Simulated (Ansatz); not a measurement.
Here is an Ansatz 0.2.0 calculation.

input.yaml

```yaml
crystal:
  lattice:
    - [0.0, 2.82891, 2.82891]
    - [2.82891, 0.0, 2.82891]
    - [2.82891, 2.82891, 0.0]
  atoms:
    - { symbol: Ge, position: [0.75, 0.75, 0.75] }
    - { symbol: Ge, position: [0.5, 0.5, 0.5] }
hamiltonian:
  xc: r2scan
  pseudopotentials: { kind: paw }
kpoints:
  mp_grid: { grid: [8, 8, 8] }
scf:
  occupations: { method: gaussian, width: 0.05 }
output:
  forces: true
  stress: true
  eigenvalues: true
  bader: true
  populations: true
```

Potentials or basis: Ansatz PAW.

Command:

```console
$ ansatz run input.yaml --threads 2 --pin off --max-ram 5632MiB --backend cpu --events-out ev --progress --plain --runs-dir out
```

Question: What does it give for the band gap on the k mesh?

Answer: 0.44 eV, direct.

Question: Predict the pressure.

Answer: 0.6 GPa.

Caveat: the PAW data sets come from PBE, with cores solved anew for the run's functional, which leaves a small shift of forces and pressure.

**Experimental background.**

“Electronic and optical properties of SixGe1-x-ySny alloys lattice-matched to Ge”, 2021, arxiv:2109.02782 reports, for a bulk crystal of Ge at 293 K: band gap 0.666 eV (indirect).

A measured gap of Ge is 0.666 eV (indirect; 293 K; “Electronic and optical properties of SixGe1-x-ySny alloys lattice-matched to Ge”, 2021, arxiv:2109.02782); the calculated 0.44 eV misses it by -0.22 eV. 3 values of this kind are on record (0.666 to 0.807 eV); this one was drawn at random among those near their median. Spin-orbit coupling on Ge is left out. The value is that of r2SCAN on a finite k mesh, which can miss the band edges, without temperature or zero-point motion.
